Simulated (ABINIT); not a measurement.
The system is BN.

```
CELL_PARAMETERS angstrom
0.00000 1.81300 1.81300
1.81300 0.00000 1.81300
1.81300 1.81300 0.00000
ATOMIC_POSITIONS crystal
N 0.25000 0.25000 0.25000
B 0.00000 0.00000 0.00000
```

The cell is a database's computed one.

Program: ABINIT 10.8.3 (patched build). Alike in all runs: no spin polarisation; cell as given; smearing fermi-dirac 0.05 eV. Hardware: 1 thread of Arm Neoverse N1, with other jobs on the host.

Problem. Order these runs on this cell by their wall time, lowest first.
A. task band structure; level r2SCAN; potentials or basis JTH PAW LDA v2.0; k mesh 13 × 13 × 13; cutoff (eV) 816; fine-grid cutoff 1414.99 eV; mesh quality not flagged
B. task band structure; level SOGGA; potentials or basis JTH PAW PBE v2.0; k mesh 13 × 13 × 13; cutoff (eV) 680; fine-grid cutoff 1278.94 eV; mesh quality not flagged
C. task single point; level LDA; potentials or basis JTH PAW LDA v2.0; k mesh 5 × 5 × 5; cutoff (eV) 680; fine-grid cutoff 1278.94 eV; mesh quality coarse

Solution. C (3.3 s), B (35 s), A (100 s).

Caveats: some runs use coarse meshes.
